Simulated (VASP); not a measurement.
**Pb: equation of state with LDA**

Pb:

```
CELL_PARAMETERS angstrom
0.00000 3.41999 3.41999
3.41999 0.00000 3.41999
3.41999 3.41999 0.00000
ATOMIC_POSITIONS crystal
Pb 0.25000 0.25000 0.25000
Pb 0.00000 0.00000 0.00000
```

This isn't the form of Pb at room conditions, which is fcc.

- Program: VASP 6.6.1
- Task: equation of state
- Functional: LDA
- Potentials or basis: VASP PAW LDA potentials, release 64 (Pb_d)
- Cutoff: 520 eV
- k mesh: 6 × 6 × 6
- Occupations: fermi-dirac, width 0.05 eV
- Spin: no spin polarisation
- Ladder: gaps
- Further INCAR settings: ALGO = Normal; EDIFF = 1e-07

- Equilibrium volume: 40.02 Å³/atom
- Bulk modulus: 34 GPa
- Pressure derivative of the bulk modulus: 4.8 (rough: it moves with the points fitted)

Energy against volume, from the lowest point:
| volume (Å³/atom) | energy (meV/atom) |
| --- | --- |
| 38.401 | 7.42 |
| 39.201 | 1.81 |
| 40.001 | 0.00 |
| 40.801 | 1.55 |
| 41.601 | 6.12 |

All runs of the series together: 82 s on 1 thread of Intel(R) Xeon(R) Platinum 8488C (Sapphire Rapids) (shared host).

Spin-orbit coupling is left out, which matters for the levels of Pb.
